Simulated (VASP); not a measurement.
# Ir (Fm-3m) in VASP: further runs

The runs below take Ir through relaxation of cell and atoms, with PBE.

Program: VASP 6.6.1. These are calculated values, not measurements. Logs are shortened: lines on timing, memory, paths and dates and some standing lists are left out, and cuts for length are marked.

## 1. The crystal as given

The structure is cubic, space group Fm-3m (No. 225). Conventional cell: a = 3.831 Å, b = 3.831 Å, c = 3.831 Å, α = 90.00°, β = 90.00°, γ = 90.00°. Ir (site symmetry m-3m) has 12 Ir at 2.71 Å as nearest neighbours.

## 2. Relaxation of cell and atoms, PBE, collinear spin, ferromagnetic start

Contents of INCAR:

```
SYSTEM = Ir
PREC = Accurate
ENCUT = 520
EDIFF = 1E-7
ISMEAR = 0
SIGMA = 0.1
LREAL = .False.
LASPH = .True.
NELM = 100
ALGO = Fast
ISIF = 3
LWAVE = .False.
LCHARG = .False.
ISPIN = 2
MAGMOM = 1
LORBIT = 11
LMAXMIX = 4
GGA = PE
IBRION = 2
NSW = 80
EDIFFG = -0.002
```

Contents of KPOINTS:

```
regular mesh
0
Gamma
  18 18 18
  0 0 0
```

Contents of POSCAR:

```
Ir
1.0
    0.0000000000      1.9156000000      1.9156000000
    1.9156000000      0.0000000000      1.9156000000
    1.9156000000      1.9156000000      0.0000000000
Ir
1
Direct
    0.0000000000      0.0000000000      0.0000000000
```

Potentials or basis: VASP PAW PBE potentials, release 64 (Ir).

Started as:

```sh
> cat potpaw_PBE.64/Ir/POTCAR > POTCAR
> mpirun -np 1 vasp_std > vasp.out
```

OUTCAR:

```text
SYSTEM = Ir
   PREC = Accurate
   ENCUT = 520
   EDIFF = 1E-7
   ISMEAR = 0
   LREAL = .False.
   LASPH = .True.
   NELM = 100
   ISIF = 3
   ISPIN = 2
   LORBIT = 11
   GGA = PE
   IBRION = 2
   NSW = 80
   EDIFFG = -0.002

 ion  position               nearest neighbor table
   1  0.000  0.000  0.000-

  LATTYP: Found a face centered cubic cell.
 ALAT       =     3.8312000000

  Lattice vectors:

 A1 = (   0.0000000000,   1.9156000000,   1.9156000000)
 A2 = (   1.9156000000,   0.0000000000,   1.9156000000)
 A3 = (   1.9156000000,   1.9156000000,   0.0000000000)

Analysis of symmetry for initial positions (statically):
=====================================================================
 Subroutine PRICEL returns:
 Original cell was already a primitive cell.

 Routine SETGRP: Setting up the symmetry group for a
 face centered cubic supercell.

 Subroutine GETGRP returns: Found 48 space group operations
 (whereof 48 operations were pure point group operations)
 out of a pool of 48 trial point group operations.

The static configuration has the point symmetry O_h .

Analysis of symmetry for dynamics (positions and initial velocities):
=====================================================================
 Subroutine PRICEL returns:
 Original cell was already a primitive cell.

 Routine SETGRP: Setting up the symmetry group for a
 face centered cubic supercell.

 Subroutine GETGRP returns: Found 48 space group operations
 (whereof 48 operations were pure point group operations)
 out of a pool of 48 trial point group operations.

The dynamic configuration has the point symmetry O_h .

Analysis of structural, dynamic, and magnetic symmetry:
=====================================================================
 Subroutine PRICEL returns:
 Original cell was already a primitive cell.

 Routine SETGRP: Setting up the symmetry group for a
 face centered cubic supercell.

 Subroutine GETGRP returns: Found 48 space group operations
 (whereof 48 operations were pure point group operations)
 out of a pool of 48 trial point group operations.

The overall configuration has the point symmetry O_h .

 Subroutine INISYM returns: Found 48 space group operations
 (whereof 48 operations are pure point group operations),
 and found     1 'primitive' translations

----------------------------------------------------------------------------------------

[... 124 lines left out ...]
 Gauss-broadening in eV      SIGMA  =   0.10
  energy-cutoff  :      520.00
  volume of cell :       14.06
 maximum number of plane-waves:       388
   NGX =  9   NGY =  9   NGZ =  9

--------------------------------------- Ionic step        1  -------------------------------------------

 number of electron       9.0000000 magnetization      -0.0000064

 number of electron       9.0000000 magnetization       0.0000050

 Free energy of the ion-electron system (eV)
  ---------------------------------------------------
  ext. energy  EPLUGINS =         0.00000000
  ---------------------------------------------------
  free energy    TOTEN  =        -8.83668781 eV

  energy without entropy =       -8.83164382  energy(sigma->0) =       -8.83416582

------------------------ aborting loop because EDIFF is reached ----------------------------------------

  FORCE on cell =-STRESS in cart. coord.  units (eV):
  Direction    XX          YY          ZZ          XY          YZ          ZX
  --------------------------------------------------------------------------------------
  -------------------------------------------------------------------------------------
  Total        1.0695511      1.0695511      1.0695511     -0.0000000      0.0000000      0.0000000
  in kB      121.8898730    121.8898730    121.8898730     -0.0000000      0.0000000      0.0000000
  external PRESSURE =     121.8898730 kB  Pullay stress =       0.0000000 kB
[... 90 lines left out ...]
  FREE ENERGIE OF THE ION-ELECTRON SYSTEM (eV)
  ---------------------------------------------------
  free  energy   TOTEN  =        -8.8534444189 eV

  energy  without entropy=       -8.8480492614  energy(sigma->0) =       -8.85074684

 E-fermi :  10.0002     XC(G=0): -13.8370

 val. band max:        9.9975554895   @ k =   0.5000   0.2222   0.1111
 cond. band min:      10.0045542047   @ k =   0.3333   0.1111   0.0556
 fundamental gap:      0.0069987152
 Fermi energy:        10.0001934613

 spin component 1

 k-point     1 :       0.0000    0.0000    0.0000
  band No.  band energies     occupation
      1      -0.8774      1.00000
      2       6.2324      1.00000
      3       6.2324      1.00000
      4       6.2324      1.00000
      5       8.8140      1.00000
      6       8.8140      1.00000
      7      24.3430      0.00000
      8      29.7782      0.00000
      9      29.7782      0.00000
[... 557 lines left out ...]
 k-point    24 :      -0.2222    0.0556    0.0000
  band No.  band energies     occupation
      1       1.2930      1.00000
      2       5.5885      1.00000
      3       6.6731      1.00000
      4       6.7620      1.00000
      5       8.5436      1.00000
      6       9.3665      1.00000
      7      24.0196      0.00000
      8      26.7934      0.00000
      9      31.7450      0.00000

 [... further k-points ...]

[... ionic steps 4 to 14 ...]

--------------------------------------- Ionic step       15  -------------------------------------------

 number of electron       9.0000000 magnetization      -0.0000004

 number of electron       9.0000000 magnetization       0.0000011
[... 71 lines left out ...]
 number of electron       9.0000000 magnetization       0.0000017

 number of electron       9.0000000 magnetization      -0.0000022

 Free energy of the ion-electron system (eV)
  ---------------------------------------------------
  ext. energy  EPLUGINS =         0.00000000
  ---------------------------------------------------
  free energy    TOTEN  =        -8.85349399 eV

  energy without entropy =       -8.84811753  energy(sigma->0) =       -8.85080576

 E-fermi :   9.9940     XC(G=0): -13.8348

 val. band max:        9.9913828691   @ k =   0.5000   0.2222   0.1111
 cond. band min:       9.9983325142   @ k =   0.3333   0.1111   0.0556
 fundamental gap:      0.0069496451
 Fermi energy:         9.9939938294

 spin component 1

 k-point     1 :       0.0000    0.0000    0.0000
  band No.  band energies     occupation
      1      -0.8797      1.00000
      2       6.2283      1.00000
      3       6.2283      1.00000
      4       6.2283      1.00000
      5       8.8085      1.00000
      6       8.8085      1.00000
      7      24.3374      0.00000
      8      29.7704      0.00000
      9      29.7704      0.00000
[... 596 lines left out ...]
  FREE ENERGIE OF THE ION-ELECTRON SYSTEM (eV)
  ---------------------------------------------------
  free  energy   TOTEN  =        -8.8534939900 eV

  energy  without entropy=       -8.8481175343  energy(sigma->0) =       -8.85080576

 reached required accuracy - stopping structural energy minimisation

 total charge

# of ion       s       p       d       tot
------------------------------------------
    1        0.659   0.706   6.947   8.312

 magnetization (x)

# of ion       s       p       d       tot
------------------------------------------
    1       -0.000  -0.000   0.000   0.000
```

OSZICAR:

```text
N       E                     dE             d eps       ncg     rms          rms(c)
DAV:   1     0.457536338436E+02    0.45754E+02   -0.47267E+03  7116   0.974E+02
DAV:   2    -0.849192623406E+01   -0.54246E+02   -0.51872E+02  7089   0.204E+02
DAV:   3    -0.926239791338E+01   -0.77047E+00   -0.76878E+00  8409   0.306E+01
DAV:   4    -0.926953732048E+01   -0.71394E-02   -0.71384E-02  8579   0.262E+00
[... 102 lines left out ...]
  16 F= -.88534938E+01 E0= -.88508052E+01  d E =-.411829E-06  mag=    -0.0000
       N       E                     dE             d eps       ncg     rms          rms(c)
DAV:   1    -0.885349417108E+01   -0.32127E-06   -0.93759E-06  7424   0.465E-02    0.442E-03
RMM:   2    -0.885349396962E+01    0.20146E-06   -0.27011E-07  4985   0.740E-03    0.137E-03
RMM:   3    -0.885349399005E+01   -0.20425E-07   -0.75601E-08  3516   0.268E-03
  17 F= -.88534940E+01 E0= -.88508058E+01  d E =-.630272E-06  mag=     0.0000
```

It took 2.4 min on 1 thread of Intel Xeon Platinum 8488C (Sapphire Rapids), shared host; peak memory 0.18 GiB.

What came out:

| Item | Value |
| --- | --- |
| Free energy | -8.8535 eV |
| Relaxed volume | 14.52 Å³/atom |
| Relaxed cell | a = 2.738 Å, b = 2.738 Å, c = 2.738 Å, α = 60.00°, β = 60.00°, γ = 60.00° |
| Space group after relaxing (to 0.05 Å) | Fm-3m (No. 225) |
| Energy gained by relaxing | 16.8 meV/atom |
| Ionic steps | 17 |
| Pressure after relaxing | 0.0 GPa |
| Band gap on the k mesh | none (metal or under the smearing width) |
| Net moment | 0.00 μB per cell |
| Valence electrons inside the program's atomic spheres | Ir 8.31 |

The path:
```
step  energy change (eV)  largest force (eV/Å)  pressure (GPa)  volume (Å³)
   1              0.0000                0.0000           12.19        14.06
   2              0.1809                0.0000          -30.48        16.35
   3             -0.0168                0.0000           -0.52        14.54
   4             -0.0168                0.0000           -0.11        14.52
   5             -0.0168                0.0000            0.14        14.51
   6             -0.0168                0.0000            0.12        14.51
   7             -0.0168                0.0000            0.09        14.51
   8             -0.0168                0.0000            0.10        14.51
   9             -0.0168                0.0000            0.10        14.51
  10             -0.0168                0.0000            0.10        14.51
  11             -0.0168                0.0000            0.09        14.51
  12             -0.0168                0.0000            0.09        14.51
  13             -0.0168                0.0000            0.09        14.51
  14             -0.0168                0.0000            0.06        14.51
  15             -0.0168                0.0000            0.04        14.52
  16             -0.0168                0.0000           -0.02        14.52
  17             -0.0168                0.0000            0.00        14.52
```

Final structure:
```
Ir
1.0
     0.00000    1.93619    1.93619
     1.93619    0.00000    1.93619
     1.93619    1.93619    0.00000
Ir
1
Direct
  0.00000 0.00000 0.00000
```

Levels at points of the mesh, in eV from the Fermi level:
Spin up:
| k point | band 2 | band 3 | band 4 | band 5 | band 6 | band 7 |
| --- | --- | --- | --- | --- | --- | --- |
| (0.00, 0.00, 0.00) | -3.77 | -3.77 | -3.77 | -1.19 | -1.19 | 14.34 |
| (0.50, 0.00, 0.00) | -3.86 | -3.86 | -0.72 | 0.82 | 0.82 | 6.97 |
| (0.50, 0.50, 0.00) | -7.09 | 0.79 | 1.37 | 1.37 | 1.67 | 10.13 |
Spin down:
| k point | band 2 | band 3 | band 4 | band 5 | band 6 | band 7 |
| --- | --- | --- | --- | --- | --- | --- |
| (0.00, 0.00, 0.00) | -3.77 | -3.77 | -3.77 | -1.19 | -1.19 | 14.34 |
| (0.50, 0.00, 0.00) | -3.86 | -3.86 | -0.72 | 0.82 | 0.82 | 6.97 |
| (0.50, 0.50, 0.00) | -7.09 | 0.79 | 1.37 | 1.37 | 1.67 | 10.13 |

## 3. Relaxation of cell and atoms, PBE, collinear spin, ferromagnetic start

This run uses another cell than the first one, of 14.52 Å³/atom, 1.033 times its volume.

INCAR is that of step 2.

KPOINTS is that of step 2.

Contents of POSCAR:

```
Ir                                      
1.0
   -0.0000000000      1.9361948631      1.9361948631
    1.9361948631     -0.0000000000      1.9361948631
    1.9361948631      1.9361948631     -0.0000000000
  Ir            
     1
Direct
     0.0000000000000000    0.0000000000000000    0.0000000000000000
```

Potentials or basis: VASP PAW PBE potentials, release 64 (Ir).

Started as:

```sh
> cat potpaw_PBE.64/Ir/POTCAR > POTCAR
> mpirun -np 1 vasp_std > vasp.out
```

It took 30 s on 1 thread of Intel Xeon Platinum 8488C (Sapphire Rapids), shared host; peak memory 0.17 GiB.

The run converged. Its results:

| Property | Result |
| --- | --- |
| Free energy | -8.8538 eV |
| Pressure after relaxing | 0.0 GPa |
| Band gap on the k mesh | none (metal or under the smearing width) |
| Net moment | 0.00 μB per cell |
| Valence electrons inside the program's atomic spheres | Ir 8.31 |

Final structure:
```
Ir
1.0
     0.00000    1.93619    1.93619
     1.93619    0.00000    1.93619
     1.93619    1.93619    0.00000
Ir
1
Cartesian
  0.0000 0.0000 0.0000
```

Levels at points of the mesh, in eV from the Fermi level:
Spin up:
```tsv
k point	band 1	band 2	band 3	band 4	band 5	band 6	band 7	band 8	band 9
(0.00, 0.00, 0.00)	-10.87	-3.77	-3.77	-3.77	-1.19	-1.19	14.34	19.78	19.78
(0.50, 0.00, 0.00)	-7.86	-3.86	-3.86	-0.72	0.82	0.82	6.97	13.88	19.54
(0.50, 0.50, 0.00)	-7.65	-7.09	0.79	1.37	1.37	1.67	10.13	11.56	11.56
```
Spin down:
| k point | band 1 | band 2 | band 3 | band 4 | band 5 | band 6 | band 7 | band 8 | band 9 |
| --- | --- | --- | --- | --- | --- | --- | --- | --- | --- |
| (0.00, 0.00, 0.00) | -10.87 | -3.77 | -3.77 | -3.77 | -1.19 | -1.19 | 14.34 | 19.78 | 19.78 |
| (0.50, 0.00, 0.00) | -7.86 | -3.86 | -3.86 | -0.72 | 0.82 | 0.82 | 6.97 | 13.88 | 19.54 |
| (0.50, 0.50, 0.00) | -7.65 | -7.09 | 0.79 | 1.37 | 1.37 | 1.67 | 10.13 | 11.56 | 11.56 |

Caveat: the relaxation stopped at its first step, so nothing moved. Spin-orbit coupling is left out, which matters for the levels of Ir.
